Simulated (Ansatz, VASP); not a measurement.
Given: the input of a run of VASP 6.6.1 on Pt. 

The input INCAR:

```
SYSTEM = Pt
PREC = Accurate
ENCUT = 520
EDIFF = 1E-6
ISMEAR = 0
SIGMA = 0.018000000000000002
LREAL = .False.
LASPH = .True.
NELM = 80
ALGO = Normal
ISIF = 2
LWAVE = .False.
LCHARG = .True.
GGA = PE
LELF = .True.
LVHAR = .True.
NBANDS = 11
```

File KPOINTS:

```
regular mesh
0
Gamma
  12 12 12
  0 0 0
```

File POSCAR:

```
Pt
1.0
    0.0000000000      1.9609000000      1.9609000000
    1.9609000000      0.0000000000      1.9609000000
    1.9609000000      1.9609000000      0.0000000000
Pt
1
Direct
    0.0000000000      0.0000000000      0.0000000000
```

Potentials or basis: VASP PAW PBE potentials, release 64 (Pt).

The run is started by

```bash
$ cat potpaw_PBE.64/Pt/POTCAR > POTCAR
$ mpirun -np 1 vasp_std > vasp.out
```

**Question.** Set up the same calculation for Ansatz 0.2.0. Potentials or basis there: all-electron LAPW, scalar-relativistic.

**Answer.** As run (cutoffs and basis follow the program's own potentials, and thresholds, step limits or extra output files can differ):

Contents of input.yaml:

```yaml
crystal:
  lattice:
    - [0.0, 1.9609, 1.9609]
    - [1.9609, 0.0, 1.9609]
    - [1.9609, 1.9609, 0.0]
  atoms:
    - { symbol: Pt, position: [0.0, 0.0, 0.0] }
kpoints:
  mp_grid: { grid: [12, 12, 12] }
scf:
  occupations: { method: gaussian, width: 0.018 }
hamiltonian:
  xc: pbe
  pseudopotentials: { kind: all_electron, lapw: { basis_error: 0.001 } }
output:
  forces: true
  stress: true
  eigenvalues: true
```

Potentials or basis: all-electron LAPW, scalar-relativistic.

Command:

```bash
$ ansatz run input.yaml --threads 1 --pin off --max-ram 3072MiB --backend cpu --events-out ev --progress --plain --runs-dir out
```

Both were run:

|  | VASP | Ansatz |
| --- | --- | --- |
| Pressure | 9.7 GPa | 10.2 GPa |

Where Ansatz's input types no cutoff or centring, it takes its own default and a Γ-centred mesh.

Pressure is positive in compression.
